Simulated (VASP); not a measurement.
# Cu (I4/mmm) in VASP: settings compared

One crystal, Cu, is run at these levels: r2SCAN, r2SCAN+rVV10; tasks: relaxation of cell and atoms.

All numbers are computed with VASP 6.6.1; they aren't measurements. Logs are shortened: lines on timing, memory, paths and dates and some standing lists are left out, and cuts for length are marked.

### 1 The crystal as given

The structure is tetragonal, space group I4/mmm (No. 139). The conventional cell has a = 2.886 Å, b = 2.886 Å, c = 2.752 Å, α = 90.00°, β = 90.00°, γ = 90.00°. Cu (site symmetry 4/mmm) is surrounded by 10 Cu at 2.46 to 2.75 Å.

This isn't the form of Cu at room conditions, which is fcc.

### 2 Relaxation of cell and atoms, r2SCAN

File INCAR:

```
SYSTEM = Cu
ALGO     = Normal         ! electronic algorithm
EDIFF    = 1E-7           ! SCF threshold, eV
EDIFFG   = -0.005         ! ionic threshold
ENCUT    = 600            ! plane-wave cutoff, eV
IBRION   = 2              ! ionic algorithm
ISIF     = 3              ! what is computed and relaxed
ISMEAR   = 0              ! smearing method
LASPH    = .True.         ! aspherical terms in the spheres
LCHARG   = .False.        ! write CHGCAR
LMIXTAU  = .True.       
LREAL    = .False.        ! projectors in reciprocal space
LWAVE    = .False.        ! write WAVECAR
METAGGA  = R2SCAN         ! meta-GGA
NELM     = 80             ! most SCF steps
NSW      = 90             ! ionic steps
PREC     = Accurate       ! precision mode
SIGMA    = 0.1            ! smearing width, eV
```

File KPOINTS:

```
k-points
0
Gamma
  20 20 20
  0 0 0
```

File POSCAR:

```
Cu
1.0
   -1.4427933200      1.4427933200      1.3760814500
    1.4427933200     -1.4427933200      1.3760814500
    1.4427933200      1.4427933200     -1.3760814500
Cu
1
Direct
    0.0000000000      0.0000000000      0.0000000000
```

Potentials or basis: VASP PAW PBE potentials, release 64 (Cu).

Started as:

```sh
$ cat potpaw_PBE.64/Cu/POTCAR > POTCAR
$ mpirun -np 1 vasp_std > vasp.out
```

OUTCAR:

```text
SYSTEM = Cu
   EDIFF = 1E-7
   EDIFFG = -0.005
   ENCUT = 600
   IBRION = 2
   ISIF = 3
   ISMEAR = 0
   LASPH = .True.
   LREAL = .False.
   METAGGA = R2SCAN
   NELM = 80
   NSW = 90
   PREC = Accurate

 ion  position               nearest neighbor table
   1  0.000  0.000  0.000-

  LATTYP: Found a body centered tetragonal cell.
 ALAT       =     2.8855866400
 C/A-ratio  =     0.9537620052

  Lattice vectors:

 A1 = (  -1.4427933200,   1.4427933200,   1.3760814500)
 A2 = (   1.4427933200,  -1.4427933200,   1.3760814500)
 A3 = (   1.4427933200,   1.4427933200,  -1.3760814500)

Analysis of symmetry for initial positions (statically):
=====================================================================
 Subroutine PRICEL returns:
 Original cell was already a primitive cell.

 Routine SETGRP: Setting up the symmetry group for a
 body centered tetragonal supercell.

 Subroutine GETGRP returns: Found 16 space group operations
 (whereof 16 operations were pure point group operations)
 out of a pool of 16 trial point group operations.

The static configuration has the point symmetry D_4h.

Analysis of symmetry for dynamics (positions and initial velocities):
=====================================================================
 Subroutine PRICEL returns:
 Original cell was already a primitive cell.

 Routine SETGRP: Setting up the symmetry group for a
 body centered tetragonal supercell.

 Subroutine GETGRP returns: Found 16 space group operations
 (whereof 16 operations were pure point group operations)
 out of a pool of 16 trial point group operations.

The dynamic configuration has the point symmetry D_4h.

 Subroutine INISYM returns: Found 16 space group operations
 (whereof 16 operations are pure point group operations),
 and found     1 'primitive' translations

----------------------------------------------------------------------------------------

                                     Primitive cell

  volume of cell :      11.4581

  direct lattice vectors                    reciprocal lattice vectors
    -1.442793320  1.442793320  1.376081450     0.000000000  0.346549983  0.363350585
     1.442793320 -1.442793320  1.376081450     0.346549983  0.000000000  0.363350585
     1.442793320  1.442793320 -1.376081450     0.346549983  0.346549983  0.000000000

  length of vectors
     2.461078074  2.461078074  2.461078074     0.502116060  0.502116060  0.490095685

  position of ions in fractional coordinates (direct lattice)
     0.000000000  0.000000000  0.000000000

  ion indices of the primitive-cell ions
   primitive index   ion index
                 1           1

----------------------------------------------------------------------------------------

 KPOINTS: k-points

Automatic generation of k-mesh.
 Grid dimensions read from file:
 generate k-points for:   20   20   20

 Generating k-lattice:

  Cartesian coordinates                     Fractional coordinates (reciprocal lattice)
     0.000000000  0.017327499  0.018167529     0.050000000 -0.000000000  0.000000000
     0.017327499  0.000000000  0.018167529    -0.000000000  0.050000000  0.000000000
     0.017327499  0.017327499  0.000000000     0.000000000  0.000000000  0.050000000

  Length of vectors
     0.025105803  0.025105803  0.024504784

  Shift w.r.t. Gamma in fractional coordinates (k-lattice)
     0.000000000  0.000000000  0.000000000

 Subroutine IBZKPT returns following result:
 ===========================================

 Found    641 irreducible k-points:

 Following reciprocal coordinates:
            Coordinates               Weight
  0.000000  0.000000  0.000000      1.000000
  0.050000 -0.000000  0.000000      8.000000
  0.100000 -0.000000  0.000000      8.000000
  0.150000 -0.000000  0.000000      8.000000
  0.200000 -0.000000  0.000000      8.000000
  0.250000 -0.000000  0.000000      8.000000
[... 16 lines left out ...]
 -0.400000  0.050000 -0.000000     16.000000
 -0.350000  0.050000  0.000000     16.000000
 [... further k-points ...]
   k-points           NKPTS =    641   k-points in BZ     NKDIM =    641   number of bands    NBANDS=      9
   number of dos      NEDOS =    301   number of ions     NIONS =      1
   total plane-waves  NPLWV =   8000
   dimension x,y,z NGX =    20 NGY =   20 NGZ =   20
   dimension x,y,z NGXF=    40 NGYF=   40 NGZF=   40
   ions per type =               1
   NGX,Y,Z   is equivalent  to a cutoff of  13.51, 13.51, 13.51 a.u.
   NGXF,Y,Z  is equivalent  to a cutoff of  27.02, 27.02, 27.02 a.u.
 SYSTEM =  Cu
   PREC   = accura    normal or accurate (medium, high low for compatibility)
   ISTART =      0    job   : 0-new  1-cont  2-samecut
   ICHARG =      2    charge: 1-file 2-atom 10-const
   ISPIN  =      1    spin polarized calculation?
   LNONCOLLINEAR =      F non collinear calculations
   LSORBIT =      F    spin-orbit coupling
   LASPH  =      T    aspherical Exc in radial PAW
   ENCUT  =  600.0 eV  44.10 Ry    6.64 a.u.   4.92  4.92  4.92*2*pi/ulx,y,z
   NELM   =     80;   NELMIN=  2; NELMDL= -5     # of ELM steps
   EDIFF  = 0.1E-06   stopping-criterion for ELM
   LREAL  =      F    real-space projection
   EDIFFG = -.5E-02   stopping-criterion for IOM
   NSW    =     90    number of steps for IOM
   IBRION =      2    ionic relax: 0-MD 1-quasi-New 2-CG
   NFREE  =      1    steps in history (QN), initial steepest desc. (CG)
   ISIF   =      3    stress and relaxation
   ISYM   =      2    0-nonsym 1-usesym 2-fastsym
   POTIM  = 0.5000    time-step for ionic-motion
   TEBEG  =    0.0;   TEEND  =   0.0 temperature during run
   PSTRESS=    0.0 pullay stress
   NELECT =      11.0000    total number of electrons
   NUPDOWN=      -1.0000    fix difference up-down
   EMIN   =  10.00;   EMAX   =-10.00  energy-range for DOS
   EFERMI =   0.00;   METHOD = LEGACY
   ISMEAR =     0;   SIGMA  =   0.10  broadening in eV -4-tet -1-fermi 0-gaus
   EFERMI_NEDOS =   21; number of points for ismear=-14 and -15
   IALGO  =     38    algorithm
   IMIX   =      4    mixing-type and parameters
     AMIX     =   0.40;   BMIX     =  1.00
     AMIX_MAG =   1.60;   BMIX_MAG =  1.00
  volume/ion in A,a.u.               =      11.46        77.32
  Fermi-wavevector in a.u.,A,eV,Ry     =   1.614984  3.051878 35.486359  2.608174
  Thomas-Fermi vector in A             =   2.709805
   LORBIT       =      0    0 simple, 1 ext, 2 COOP (PROOUT), +10 PAW based schemes
   METAGGA = R2SCAN    functional components
   LHFCALC =     F    Hartree Fock is set to
   AEXX    =    0.0000 exact exchange contribution
   IVDW    =     0    specifies the selected vdW correction
   LEPSILON=     F    determine dielectric tensor
   LRPA    =     F    only Hartree local field effects (RPA)
 conjugate gradient relaxation of ions
 non-spin polarized calculation
 Gauss-broadening in eV      SIGMA  =   0.10
  energy-cutoff  :      600.00
  volume of cell :       11.46
 maximum number of plane-waves:       400
   NGX =  9   NGY =  9   NGZ =  9

--------------------------------------- Ionic step        1  -------------------------------------------

 number of electron      11.0000000 magnetization

 Free energy of the ion-electron system (eV)
  ---------------------------------------------------
  ext. energy  EPLUGINS =         0.00000000
  ---------------------------------------------------
  free energy    TOTEN  =       -10.78999207 eV

  energy without entropy =      -10.78769854  energy(sigma->0) =      -10.78884530

------------------------ aborting loop because EDIFF is reached ----------------------------------------

  FORCE on cell =-STRESS in cart. coord.  units (eV):
  Direction    XX          YY          ZZ          XY          YZ          ZX
  --------------------------------------------------------------------------------------
  -------------------------------------------------------------------------------------
  Total        0.0774004      0.0774004      0.0587996      0.0000000     -0.0000000      0.0000000
  in kB       10.8228387     10.8228387      8.2219007      0.0000000     -0.0000000      0.0000000
  external PRESSURE =       9.9558594 kB  Pullay stress =       0.0000000 kB
[... 230 lines left out ...]
  energy  without entropy=      -10.7879826123  energy(sigma->0) =      -10.78913130

--------------------------------------- Ionic step        8  -------------------------------------------

 number of electron      11.0000001 magnetization

 Free energy of the ion-electron system (eV)
  ---------------------------------------------------
  ext. energy  EPLUGINS =         0.00000000
  ---------------------------------------------------
  free energy    TOTEN  =       -10.79029383 eV

  energy without entropy =      -10.78799840  energy(sigma->0) =      -10.78914612

 E-fermi :   7.6886     XC(G=0): -13.9101

 val. band max:        7.6873712321   @ k =  -0.2500   0.4000   0.2000
 cond. band min:       7.6910767238   @ k =   0.2000   0.1500   0.1500
 fundamental gap:      0.0037054917
 Fermi energy:         7.6886102744

 k-point     1 :       0.0000    0.0000    0.0000
  band No.  band energies     occupation
      1      -2.1603      2.00000
      2       4.2554      2.00000
      3       4.4865      2.00000
      4       4.4867      2.00000
      5       5.3085      2.00000
      6       5.5502      2.00000
      7      33.3584      0.00000
      8      33.3584      0.00000
      9      34.9568      0.00000
[... 265 lines left out ...]
 k-point    24 :      -0.3500    0.0500    0.0000
  band No.  band energies     occupation
      1       1.5157      2.00000
      2       3.7772      2.00000
      3       4.5090      2.00000
      4       5.3927      2.00000
      5       5.5229      2.00000
      6       5.7731      2.00000
      7      18.6851      0.00000
      8      25.9133      0.00000
      9      27.6130      0.00000

 [... further k-points ...]

------------------------ aborting loop because EDIFF is reached ----------------------------------------

  FORCE on cell =-STRESS in cart. coord.  units (eV):
  Direction    XX          YY          ZZ          XY          YZ          ZX
  --------------------------------------------------------------------------------------
  -------------------------------------------------------------------------------------
  Total       -0.0003710     -0.0003710      0.0014260      0.0000000      0.0000000      0.0000000
  in kB       -0.0515466     -0.0515466      0.1981278      0.0000000      0.0000000      0.0000000
  external PRESSURE =       0.0316782 kB  Pullay stress =       0.0000000 kB
[... 16 lines left out ...]
  FREE ENERGIE OF THE ION-ELECTRON SYSTEM (eV)
  ---------------------------------------------------
  free  energy   TOTEN  =       -10.7902938344 eV

  energy  without entropy=      -10.7879983976  energy(sigma->0) =      -10.78914612

 reached required accuracy - stopping structural energy minimisation
```

Wall time 25 min (1 thread of Intel Xeon Platinum 8488C (Sapphire Rapids), shared host); peak memory 0.23 GiB.

Results:

```yaml
Free_energy: -10.7903 eV
Relaxed_volume: 11.53 Å³/atom
Relaxed_cell: a = 2.467 Å, b = 2.467 Å, c = 2.467 Å, α = 107.99°, β = 107.99°, γ = 112.48°
Space_group_after_relaxing_to_0.05_Å: I4/mmm (No. 139)
Energy_gained_by_relaxing: 0.3 meV/atom
Ionic_steps: 8
Pressure_after_relaxing: 0.0 GPa
Band_gap_on_the_k_mesh: none (metal or under the smearing width)
```

Step by step:
| step | energy change (eV) | largest force (eV/Å) | pressure (GPa) | volume (Å³) |
| --- | --- | --- | --- | --- |
| 1 | 0.0000 | 0.0000 | 1.00 | 11.46 |
| 2 | -0.0002 | 0.0000 | -0.63 | 11.58 |
| 3 | -0.0003 | 0.0000 | -0.08 | 11.54 |
| 4 | -0.0003 | 0.0000 | -0.02 | 11.53 |
| 5 | -0.0003 | 0.0000 | 0.02 | 11.53 |
| 6 | -0.0003 | 0.0000 | 0.00 | 11.53 |
| 7 | -0.0003 | 0.0000 | 0.00 | 11.53 |
| 8 | -0.0003 | 0.0000 | 0.00 | 11.53 |

Final structure:
```
Cu
1.0
    -1.45015    1.45015    1.37086
     1.45015   -1.45015    1.37086
     1.45015    1.45015   -1.37086
Cu
1
Direct
  0.00000 0.00000 0.00000
```

Levels at points of the mesh, in eV from the Fermi level:
| k point | band 2 | band 3 | band 4 | band 5 | band 6 | band 7 | band 8 | band 9 |
| --- | --- | --- | --- | --- | --- | --- | --- | --- |
| (0.00, 0.00, 0.00) | -3.43 | -3.20 | -3.20 | -2.38 | -2.14 | 25.67 | 25.67 | 27.27 |
| (0.50, 0.00, 0.00) | -4.14 | -2.27 | -2.02 | -1.45 | -0.50 | 4.96 | 18.00 | 18.24 |
| (0.50, 0.50, 0.00) | -3.85 | -2.45 | -2.20 | -1.49 | -0.96 | 4.31 | 19.52 | 20.00 |
| (0.50, 0.50, 0.50) | -4.92 | -1.66 | -1.66 | -1.59 | 8.04 | 8.04 | 10.33 | 13.58 |

Caveat: the PAW data sets were made with another functional, which shifts forces and pressure a little.

### 3 Relaxation of cell and atoms, r2SCAN+rVV10

INCAR: that of step 2 with these lines changed.

```diff
@@ -2,2 +2,4 @@
 ALGO     = Normal         ! electronic algorithm
+BPARAM   = 11.95        
+CPARAM   = 0.0093       
 EDIFF    = 1E-7           ! SCF threshold, eV
@@ -8,2 +10,3 @@
 ISMEAR   = 0              ! smearing method
+IVDW_NL  = 2            
 LASPH    = .True.         ! aspherical terms in the spheres
@@ -12,2 +15,3 @@
 LREAL    = .False.        ! projectors in reciprocal space
+LUSE_VDW = .True.       
 LWAVE    = .False.        ! write WAVECAR
```

KPOINTS is that of step 2.

POSCAR is that of step 2.

Potentials or basis: VASP PAW PBE potentials, release 64 (Cu).

Started as:

```sh
$ cat potpaw_PBE.64/Cu/POTCAR > POTCAR
$ mpirun -np 1 vasp_std > vasp.out
```

Run time: 24 min. Hardware: 1 thread of Intel Xeon Platinum 8488C (Sapphire Rapids), shared host; peak memory 0.29 GiB.

The run converged. Its results:

- Free energy: -10.5003 eV
- Relaxed volume: 11.40 Å³/atom
- Relaxed cell: a = 2.458 Å, b = 2.458 Å, c = 2.458 Å, α = 108.03°, β = 108.03°, γ = 112.38°
- Space group after relaxing (to 0.05 Å): I4/mmm (No. 139)
- Energy gained by relaxing: 0.2 meV/atom
- Ionic steps: 8
- Pressure after relaxing: 0.0 GPa
- Band gap on the k mesh: none (metal or under the smearing width)

Step by step:
```tsv
step	energy change (eV)	largest force (eV/Å)	pressure (GPa)	volume (Å³)
1	0.0000	0.0000	-0.79	11.46
2	0.0000	0.0000	0.56	11.36
3	-0.0001	0.0000	-0.08	11.41
4	-0.0001	0.0000	0.02	11.40
5	-0.0001	0.0000	-0.02	11.40
6	-0.0001	0.0000	0.00	11.40
7	-0.0001	0.0000	-0.01	11.40
8	-0.0002	0.0000	0.01	11.40
```

Final structure:
```xyz
1
Lattice="-1.4439 1.4439 1.3674 1.4439 -1.4439 1.3674 1.4439 1.4439 -1.3674" Properties=species:S:1:pos:R:3 pbc="T T T"
Cu    0.0000    0.0000    0.0000
```

Levels at points of the mesh, in eV from the Fermi level:
```
           k point  band 2  band 3  band 4  band 5  band 6  band 7  band 8  band 9
(0.00, 0.00, 0.00)   -3.46   -3.23   -3.23   -2.39   -2.15   25.80   25.80   27.34
(0.50, 0.00, 0.00)   -4.18   -2.28   -2.03   -1.45   -0.55    5.01   18.10   18.39
(0.50, 0.50, 0.00)   -3.89   -2.46   -2.21   -1.49   -1.00    4.38   19.57   20.11
(0.50, 0.50, 0.50)   -4.99   -1.66   -1.66   -1.59    8.10    8.10   10.33   13.67
```

Caveat: the PAW data sets were made with another functional, which shifts forces and pressure a little.
